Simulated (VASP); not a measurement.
Input of a VASP 6.6.1 run:

Contents of INCAR:

```
SYSTEM = Sn
PREC = Accurate
ENCUT = 600
EDIFF = 1E-7
ISMEAR = -1
SIGMA = 0.05
LREAL = .False.
LASPH = .True.
NELM = 80
ALGO = Normal
ISIF = 3
LWAVE = .False.
LCHARG = .False.
GGA = RE
IBRION = 2
NSW = 60
EDIFFG = -0.01
```

The input KPOINTS:

```
regular mesh
0
Gamma
  10 10 10
  0 0 0
```

POSCAR

```
Sn
1.0
   -1.8946518192      1.8946518192      1.8946518192
    1.8946518192     -1.8946518192      1.8946518192
    1.8946518192      1.8946518192     -1.8946518192
Sn
1
Direct
    0.0000000000      0.0000000000      0.0000000000
```

Potentials or basis: VASP PAW PBE potentials, release 64 (Sn_d).

Launch:

```console
$ cat potpaw_PBE.64/Sn_d/POTCAR > POTCAR
$ mpirun -np 1 vasp_std > vasp.out
```

Question: What does it give for the relaxed volume?

Answer: 28.21 Å³/atom.

Question: Estimate the band gap on the k mesh.

Answer: None (metal or under the smearing width).

The path:
| step | energy change (eV) | largest force (eV/Å) | pressure (GPa) | volume (Å³) |
| --- | --- | --- | --- | --- |
| 1 | 0.0000 | 0.0000 | 1.62 | 27.20 |
| 2 | -0.0049 | 0.0000 | -0.13 | 28.30 |
| 3 | -0.0049 | 0.0000 | 0.00 | 28.21 |

Caveat: the PAW data sets were made with another functional, which shifts forces and pressure a little.
